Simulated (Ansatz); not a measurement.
# ZnSe (Stilleite) (F-43m) in Ansatz: single point with PBE0

Aim: the single point of ZnSe (Stilleite) with PBE0.

Program: Ansatz 0.2.0. These are calculated values, not measurements. Logs are shortened: lines on timing, memory, paths and dates and some standing lists are left out, and cuts for length are marked.

**Experimental background.**

From “Alloy Disordering Effects on the Thermal Conductivity and Energy Gap Temperature Dependence of Cd1−xZnxSe Ternary Crystals Grown by the Bridgman Method”, 2023, pmc:10253836, for a bulk crystal of ZnSe at 300 K: band gap 2.695 ± 0.003 eV (an exciton energy, a little under the gap).

The results are compared with them further down.

### Step 1. The crystal as given

It takes space group F-43m (No. 216, cubic). The conventional cell has a = 5.668 Å, b = 5.668 Å, c = 5.668 Å, α = 90.00°, β = 90.00°, γ = 90.00°. Se (site symmetry -43m) has 4 Zn at 2.45 Å as nearest neighbours. Zn (site symmetry -43m) has 4 Se at 2.45 Å as nearest neighbours.

### Step 2. Single point, PBE0

input.yaml

```yaml
crystal:
  lattice:
    - [0.0, 2.8338, 2.8338]
    - [2.8338, 0.0, 2.8338]
    - [2.8338, 2.8338, 0.0]
  atoms:
    - { symbol: Se, position: [0.75, 0.75, 0.75] }
    - { symbol: Zn, position: [0.0, 0.0, 0.0] }
kpoints:
  mp_grid: { grid: [6, 6, 6] }
scf:
  occupations: { method: fermi_dirac, width: 0.05 }
hamiltonian:
  xc: pbe0
  pseudopotentials: { kind: all_electron, datasets: crystal }
output:
  forces: true
  stress: true
```

Potentials or basis: all-electron PAW datasets made for the crystal.

On the command line:

```sh
$ ansatz run input.yaml --threads 8 --pin off --max-ram 24576MiB --backend cpu --events-out ev --progress --plain --runs-dir out
```

The program printed:

```text
Warning: RAYON_NUM_THREADS=8 ignored (pool sized by the plan → 8); use --threads N
hamiltonian.pseudopotentials.datasets: crystal makes datasets for this crystal and solves the spheres of its atoms anew in each pass: cutoff 400.0 eV, the density's 1600.0 eV;, for an error of 0.50 meV an atom under PBE, 1.0 meV for the cell; an energy difference from a run of another recipe may be off by several times the error for the cell, under r2SCAN by more, where some 0.1 meV an atom stays at smaller errors; Zn in spheres of 1.143 Å, 20 of its electrons in bands; Se in spheres of 1.307 Å, 16 of its electrons in bands
Engine: ansatz 0.2.0, x86_64-unknown-linux-gnu
Pseudopotentials: kind: all_electron
Pseudopotential: Se, paw, valence charge 16, recommended cutoff 400 eV (normal), crystal/all_electron/pbe/scalar/gaussian/Se, Koelling and Harmon's equation, gaussian nucleus
Pseudopotential: Zn, paw, valence charge 20, recommended cutoff 400 eV (normal), crystal/all_electron/pbe/scalar/gaussian/Zn, Koelling and Harmon's equation, gaussian nucleus
Functional definition: PBE0
  parameter a = 0.25
  parameter kappa = 0.804
  parameter beta = 0.06672455060314922
  exchange = (1 - a)*pbe_x(kappa = kappa, mu = beta*pi^2/3) + a*exact_x
  correlation = pbe_c(beta = beta)
Crystal: 2 atoms, lattice volume = 45.513 Å³
Basis set: ecut = 400 eV, 869 PW (Γ), exchange–correlation on 54×54×54 points (8 copies of the dense FFT grid, shifted against one another)
Bands: 22, of which v1, the nominal top of the filled ones, is band 18 counted from 1 (17 counted from 0)
Symmetry: 24 space group operations
Space group: F-43m (ITA 216), of the structure as read, at distance tolerance 3.6e-5 Å
k-points: 16 of 216 (time reversal used)
Non-local potential: Se, projectors of the file, l = 0: 1, l = 1: 1, l = 2: 3
Non-local potential: Zn, projectors of the file, l = 0: 3, l = 1: 2, l = 2: 2
PAW form: soft (Blöchl's): semilocal exchange-correlation on the pseudo side does not see the compensation charge
PAW one-centre angular grid: Se, 590 points (default); XC on its mesh's 1887 points in the sphere
PAW one-centre angular grid: Zn, 590 points (default); XC on its mesh's 1863 points in the sphere
Initial density: superposition of atomic densities (neutral atoms: chi_scale 0, normalization atom)
Initial wavefunctions: pseudopotential atomic-orbital guess
Functional: x = 0.75 pbe(κ = 0.804, μ = 0.2195149727645171) + 0.25 exact, c = pbe(β = 0.06672455060314922)
iter 1 solved again at ethr=2.34e-3 eV; its pass at ethr=1.00e-1 eV (dr2=8.43e-1 eV) is discarded
SCF iter   1: F=—  HF=-115000.354897 eV  |F-HF|=—  |Δ(HF+E_count)|=         —  Δρ=3.44e-2  dr2=8.99e-1  ethr=2.34e-3  ⟨swp⟩=3.4  Hψ=1837  notcnv=0
preconditioner: auto → none  [insulator: Δε(μ)=1.514 eV  Ē_g=11.377 eV  σ=0.050 eV  W_gap=1.00  n_scr=14 (ndim 8)  ℏωp=23.4 eV  f_vac=0.135  D(μ)=0.00/eV (n_scr^D=0)]
iter 2 solved again at ethr=2.23e-4 eV; its pass at ethr=2.34e-3 eV (dr2=8.03e-2 eV) is discarded
SCF iter   2: F=—  HF=-115000.130233 eV  |F-HF|=—  |Δ(HF+E_count)|=   2.25e-1  Δρ=1.70e-2  dr2=8.23e-2  ethr=2.23e-4  ⟨swp⟩=2.0  Hψ=1582  notcnv=0
SCF iter   3: F=—  HF=-115000.106011 eV  |F-HF|=—  |Δ(HF+E_count)|=   2.42e-2  Δρ=8.63e-3  dr2=2.98e-2  ethr=2.23e-4  ⟨swp⟩=3.2  Hψ=921  notcnv=0
SCF iter   4: F=—  HF=-115000.095981 eV  |F-HF|=—  |Δ(HF+E_count)|=   1.00e-2  Δρ=3.20e-3  dr2=3.94e-3  ethr=8.28e-5  ⟨swp⟩=3.0  Hψ=907  notcnv=0
SCF iter   5: F=—  HF=-115000.096756 eV  |F-HF|=—  |Δ(HF+E_count)|=   7.75e-4  Δρ=1.01e-3  dr2=4.14e-4  ethr=1.09e-5  ⟨swp⟩=3.0  Hψ=701  notcnv=0
SCF iter   6: F=—  HF=-115000.098423 eV  |F-HF|=—  |Δ(HF+E_count)|=   1.67e-3  Δρ=2.16e-4  dr2=1.04e-5  ethr=1.15e-6  ⟨swp⟩=3.1  Hψ=866  notcnv=0
SCF iter   7: F=—  HF=-115000.244235 eV  |F-HF|=—  |Δ(HF+E_count)|=         —  Δρ=1.54e-2  dr2=6.00e-2  ethr=2.90e-8  ⟨swp⟩=5.8  Hψ=1691  notcnv=0  defer=3
SCF iter   8: F=—  HF=-115000.233744 eV  |F-HF|=—  |Δ(HF+E_count)|=   1.05e-2  Δρ=6.62e-3  dr2=1.07e-2  ethr=2.90e-8  ⟨swp⟩=4.9  Hψ=1320  notcnv=0
SCF iter   9: F=—  HF=-115000.229390 eV  |F-HF|=—  |Δ(HF+E_count)|=   4.35e-3  Δρ=8.66e-4  dr2=2.97e-4  ethr=2.90e-8  ⟨swp⟩=4.2  Hψ=1354  notcnv=0
SCF iter  10: F=—  HF=-115000.229830 eV  |F-HF|=—  |Δ(HF+E_count)|=   4.41e-4  Δρ=2.94e-4  dr2=2.55e-5  ethr=2.90e-8  ⟨swp⟩=4.0  Hψ=1147  notcnv=0
SCF iter  11: F=—  HF=-115000.230008 eV  |F-HF|=—  |Δ(HF+E_count)|=   1.78e-4  Δρ=1.80e-4  dr2=1.75e-5  ethr=2.90e-8  ⟨swp⟩=3.4  Hψ=1028  notcnv=0
SCF iter  12: F=—  HF=-115000.229998 eV  |F-HF|=—  |Δ(HF+E_count)|=   9.73e-6  Δρ=7.74e-5  dr2=2.70e-6  ethr=2.90e-8  ⟨swp⟩=3.1  Hψ=807  notcnv=0
SCF iter  13: F=—  HF=-115000.229983 eV  |F-HF|=—  |Δ(HF+E_count)|=   1.49e-5  Δρ=1.28e-5  dr2=8.07e-8  ethr=7.50e-9  ⟨swp⟩=3.1  Hψ=806  notcnv=0
SCF iter  14: F=—  HF=-115000.229981 eV  |F-HF|=—  |Δ(HF+E_count)|=   2.54e-6  Δρ=6.43e-6  dr2=1.47e-8  ethr=2.24e-10  ⟨swp⟩=3.1  Hψ=735  notcnv=0
SCF iter  15: F=—  HF=-115000.229988 eV  |F-HF|=—  |Δ(HF+E_count)|=   7.10e-6  Δρ=9.75e-6  dr2=1.24e-8  ethr=4.09e-11  ⟨swp⟩=4.0  Hψ=960  notcnv=0
SCF iter  16: F=—  HF=-115000.229987 eV  |F-HF|=—  |Δ(HF+E_count)|=   7.25e-7  Δρ=9.59e-5  dr2=3.02e-6  ethr=3.44e-11  ⟨swp⟩=4.0  Hψ=1181  notcnv=0
SCF iter  17: F=—  HF=-115000.229989 eV  |F-HF|=—  |Δ(HF+E_count)|=   2.03e-6  Δρ=1.04e-5  dr2=9.53e-8  ethr=3.44e-11  ⟨swp⟩=4.0  Hψ=1146  notcnv=0
SCF iter  18: F=-115000.229985 eV  HF=-115000.229985 eV  |F-HF|=7.74e-9  |Δ(HF+E_count)|=   4.14e-6  Δρ=3.88e-6  dr2=4.68e-9  ethr=3.44e-11  ⟨swp⟩=4.0  Hψ=940  notcnv=0
SCF 1 converged in 18 iterations: F = -115000.229985 eV  dr2 = 4.68e-9
  Residual-converged pass: ⟨swp⟩=3.0  Hψ=815  notcnv=0  max |occ|·‖R‖ = 4.2e-6 eV (tolerance 5.3e-6 eV)  dr2=6.98e-9  dr2_onsite=8.90e-9  max |Δocc| = 1.1e-17
hybrid outer 1: dexx = +6.093e-11 eV
hybrid SCF converged: 1 outer / 18 inner (+0 warm-up), last move |dexx| = 6.09e-11 eV
Stability not checked: this state was not tested for a lower state beside it, because the functional holds exact exchange (a hybrid, or Hartree-Fock), whose exchange loop this test does not read (fock_operator; see scf.lower_state_search)
Free energy (F): -115000.229985 eV
Harris-Foulkes:  -115000.229985 eV  (|F-HF|=7.74e-9)
Internal energy: -115000.229985 eV  (E = F + TS)
E sigma→0 (E₀):  -115000.229985 eV
Past the cutoff: the bands carry plane waves up to 1.75 times it, of which those up to 1.5 times it add -0.000286 eV an atom, each by itself; the spheres take 0.000466 eV an atom off the energy for waves past 1.75 times it
Past the cutoffs: a stress includes -0.0004 GPa for waves and charges beyond them, in addition to the slope of what the spheres take
In the spheres:  the bands' charges fall short by 4.9e-5 e at most (sound up to 1e-3)
Fermi energy:    8.601553 eV
--- Per-component energies (eV) ---
  E_band       = -1143.230855
  E_kinetic    = 257.184122
  E_local      = -6309.577131  (includes V_loc(G=0)·N_el)
  E_nonlocal   = -2727.302319
  E_hartree    = 3062.522097
  E_xc         = -87.184919
  E_vxc        = -112.991424  (∫ρ·V_xc dr)
  E_exx        = -205.436194  (= α·E_x^exact, valence–valence)
  E_paw        = -119410.439232  (= ΣΔE_a)
  E_vpaw       = -12857.503602  (= ΣTr[D̂ρ^β])
  E_ewald      = -4472.778139
  E_smearing   = -0.000000  (= −TS)
  E_closure    = 14892.781730  (closes the sum)
  Σ components = -115000.229985   (vs F -115000.229985, Δ=0.00e0)
  The terms above E_closure are by the made datasets' own strengths, without shells solved beside the bands.
--- Forces (eV/Å), atoms counted from 1 ---
  atom   1  Se     0.00000000    -0.00000000     0.00000000
  atom   2  Zn    -0.00000000    -0.00000000     0.00000000
  max |Σ_I F_I| component: 3.70e-17 eV/Å
--- Stress (GPa, compression-positive) ---
        0.995179       0.000000      -0.000000
        0.000000       0.995179       0.000000
       -0.000000       0.000000       0.995179
  P = ⅓ Tr σ = 0.9952 GPa (9.952 kbar)
--- Band table (eV; the first three rows and the last of 16) ---
  k-point 0: bands = ["-124.5376", "-77.0905", "-77.0905", "-77.0905", "-43.4476", "-43.4476", "-43.4476", "-43.4426", "-43.4426", "-7.3920", "-1.2673", "-1.2673", "-1.2673", "-0.9409", "-0.9409", "7.0512", "7.0512", "7.0512", "10.0957"]
  k-point 1: bands = ["-124.5376", "-77.0905", "-77.0905", "-77.0904", "-43.4475", "-43.4475", "-43.4475", "-43.4426", "-43.4426", "-7.1997", "-1.2434", "-1.2434", "-1.2272", "-0.9427", "-0.9427", "5.0661", "6.7818", "6.7818", "11.3685"]
  k-point 2: bands = ["-124.5376", "-77.0905", "-77.0905", "-77.0903", "-43.4475", "-43.4475", "-43.4475", "-43.4426", "-43.4426", "-6.7698", "-1.2029", "-1.2029", "-1.0272", "-0.9369", "-0.9369", "2.6103", "6.3212", "6.3212", "11.5238"]
  k-point 15: bands = ["-124.5376", "-77.0904", "-77.0904", "-77.0903", "-43.4476", "-43.4474", "-43.4474", "-43.4425", "-43.4425", "-6.2330", "-1.1350", "-1.0875", "-1.0072", "-0.9269", "-0.6241", "1.9895", "4.1696", "4.3299", "13.1384"]
```

It took 4.2 min on 8 threads of AMD EPYC 7R43 (Zen 3), shared host; peak memory 1.6 GiB.

What came out:

```yaml
Free_energy: -115000.2300 eV
Pressure: 1.0 GPa
Band_gap_on_the_k_mesh: 3.04 eV, direct
```

### Step 3. Comparison with measurements

Step 2. Against the measured gap of ZnSe, 2.695 eV (an exciton energy, a little under the gap; 300 K; “Alloy Disordering Effects on the Thermal Conductivity and Energy Gap Temperature Dependence of Cd1−xZnxSe Ternary Crystals Grown by the Bridgman Method”, 2023, pmc:10253836), the calculated 3.04 eV is off by +0.35 eV. Spin-orbit coupling on Se is left out. The value is that of PBE0, without temperature or zero-point motion.
